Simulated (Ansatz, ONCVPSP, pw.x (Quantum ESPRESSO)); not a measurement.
## Ge: does the ONCV potential hold in the solid?

- Element: germanium
- Generator: ONCVPSP 4.0.1.1 (patched build)
- Type: optimised norm-conserving Vanderbilt (ONCV)
- Functional: PBE
- Relativity: scalar-relativistic
- Frozen core: [Ar] 3d10
- Valence charge: 4
- Reference configuration: 4s2 4p2
- Partial waves: 4s: rc 1.90 bohr, ncon 4, nbas 8, qcut 3.5 1/bohr, 1 projector; 4p: rc 2.10 bohr, ncon 4, nbas 7, qcut 3.4 1/bohr, 2 projectors, debl 2.8 Ha; d scattering state at 0.14 Ha: rc 1.80 bohr, ncon 4, nbas 7, qcut 5.4 1/bohr, 1 projector
- Local potential: polynomial inside 1.30 bohr (lpopt 5, dvloc0 0 Ha)
- Core correction: polynomial model core, fcfact 0.45

Crystal test: fcc Ge in pw.x 7.5, no spin, 13³ k-points, Fermi–Dirac smearing 0.01 Ry, cutoffs 105/420 Ry. The reference is all-electron LAPW (Ansatz 0.2.0) with the same functional, mesh and smearing; V0 and B0 come from Birch–Murnaghan fits to the pressures at five volumes. Errors are pseudo minus all-electron; Δ is the rms difference of the E(V) curves that follow from these fits, minima aligned, over ±6 % about the mean V0. Mesh and smearing are coarse, so the numbers serve the comparison and aren't converged zero-temperature values; the lattice is a test structure that the element need not adopt.

```csv
V (Å³/atom),P all-electron (GPa),P pseudo (GPa)
18.596,3.50,1.71
19.086,1.64,-0.01
19.575,0.01,-1.52
20.064,-1.41,-2.83
20.554,-2.66,-3.98
```

All-electron: a0 = 4.278 Å (V0 = 19.58 Å³/atom), B0 = 60.8 GPa.

Pseudopotential: mean pressure error (GPa): -1.54; a0 (Å): 4.242; a0 error (%): -0.85; B0 error (%): +3.3; Δ (meV/atom): 6.7. This is a poor potential for the solid. The generator flags a localised state at positive energy (s at 1 eV).

**Question.** At the middle volume, how do free energy and pressure move when the wave cutoff is lowered (ecutrho kept at four times it)?

**Answer.**

```
cutoff (Ry)  shift of F (meV/atom)  shift of P (GPa)
         47                  +49.2             -0.05
         63                  +28.1             +0.23
         84                  +14.1             -0.25
```

Input at the middle volume:

```
&control
  calculation='scf', prefix='x', pseudo_dir='./', outdir='./tmp', tstress=.true., disk_io='none'
/
&system
  ibrav=0, nat=1, ntyp=1, ecutwfc=105, ecutrho=420, nbnd=9,
  occupations='smearing', smearing='fd', degauss=0.01
/
&electrons
  conv_thr=1e-09, mixing_beta=0.4, electron_maxstep=70
/
ATOMIC_SPECIES
Ge 1.0 Ge.UPF
CELL_PARAMETERS angstrom
  0.00000000 2.13906472 2.13906472
  2.13906472 0.00000000 2.13906472
  2.13906472 2.13906472 0.00000000
ATOMIC_POSITIONS crystal
Ge 0.0000 0.0000 0.0000
K_POINTS automatic
13 13 13 0 0 0
```

```bash
pw.x < Ge.scf.in > Ge.scf.out
```

Lines of the output:

```
Message from routine setup:
     using ibrav=0 with symmetry is DISCOURAGED, use correct ibrav instead
     lattice parameter (alat)  =       5.7166  a.u.
     unit-cell volume          =     132.0986 (a.u.)^3
     number of electrons       =         4.00
     number of Kohn-Sham states=            9
     kinetic-energy cutoff     =     105.0000  Ry
     charge density cutoff     =     420.0000  Ry
     scf convergence threshold =      1.0E-09
     Exchange-correlation= PBE
     number of k points=    84  Fermi-Dirac smearing, width (Ry)=  0.0100
     iteration #  1     ecut=   105.00 Ry     beta= 0.40
     total energy              =     -12.19826352 Ry
     estimated scf accuracy    <       0.00154851 Ry
     iteration #  2     ecut=   105.00 Ry     beta= 0.40
     total energy              =     -12.19821055 Ry
     estimated scf accuracy    <       0.00044577 Ry
     iteration #  3     ecut=   105.00 Ry     beta= 0.40
     total energy              =     -12.19823958 Ry
     estimated scf accuracy    <       0.00000873 Ry
     iteration #  4     ecut=   105.00 Ry     beta= 0.40
     total energy              =     -12.19824080 Ry
     estimated scf accuracy    <       0.00000003 Ry
     iteration #  5     ecut=   105.00 Ry     beta= 0.40
     total energy              =     -12.19824088 Ry
     estimated scf accuracy    <       0.00000003 Ry
     iteration #  6     ecut=   105.00 Ry     beta= 0.40
     total energy              =     -12.19824088 Ry
     estimated scf accuracy    <       0.00000002 Ry
     iteration #  7     ecut=   105.00 Ry     beta= 0.40
     total energy              =     -12.19824088 Ry
     estimated scf accuracy    <          7.5E-09 Ry
     iteration #  8     ecut=   105.00 Ry     beta= 0.40
     total energy              =     -12.19824088 Ry
     estimated scf accuracy    <          5.9E-09 Ry
     iteration #  9     ecut=   105.00 Ry     beta= 0.40
     the Fermi energy is     7.4232 ev
!    total energy              =     -12.19824088 Ry
     estimated scf accuracy    <          6.9E-10 Ry
     smearing contrib. (-TS)   =      -0.00216128 Ry
     The total energy is F=E-TS. E is the sum of the following terms:
     one-electron contribution =       3.78074182 Ry
     hartree contribution      =       0.09423455 Ry
     xc contribution           =      -6.99716680 Ry
     ewald contribution        =      -9.07388917 Ry
     convergence has been achieved in   9 iterations
          total   stress  (Ry/bohr**3)                   (kbar)     P=      -15.17
     Message from routine punch:
     Nothing written, as per user request (disk_io='none')
```

The run at the middle volume (84 k-points, 9 iterations) took about 33 s on one core of a shared host (Intel(R) Xeon(R) 6975P-C, 64 threads, 496 GiB, load 41).
